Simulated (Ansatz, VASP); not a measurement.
**TiAl3: VASP beside Ansatz**

```
CELL_PARAMETERS angstrom
-1.91111 1.91111 4.28067
1.91111 -1.91111 4.28067
1.91111 1.91111 -4.28067
ATOMIC_POSITIONS crystal
Ti 0.00000 0.00000 0.00000
Al 0.25000 0.75000 0.50000
Al 0.75000 0.25000 0.50000
Al 0.50000 0.50000 0.00000
```

The cell comes from a database or a generator and needn't be the stable form of this composition.

Alike in both runs: task single point; functional PBEsol; k mesh 10 × 10 × 10; occupations fermi-dirac, width 0.05 eV; no spin polarisation.

```csv
,VASP,Ansatz
version,VASP 6.6.1,Ansatz 0.2.0
potentials or method,"VASP PAW PBE potentials, release 64 (Ti_sv, Al)",Ansatz PAW
plane-wave cutoff (eV),520,420
valence electrons in the cell,21,21
```

|  | VASP | Ansatz | Ansatz less VASP |
| --- | --- | --- | --- |
| gap on the k mesh at the Fermi level (eV) | none | none | - |
| pressure (GPa) | -0.4 | -0.5 | -0.10 |
| largest component of the traceless stress (GPa) | 0.05 | 0.03 | -0.017 |

A gap of «none» marks a metal or a gap that the smearing closes.

Caveats: the PAW data sets were made with another functional, which shifts forces and pressure a little (VASP); the PAW data sets come from PBE, with cores solved anew for the run's functional, which leaves a small shift of forces and pressure (Ansatz).
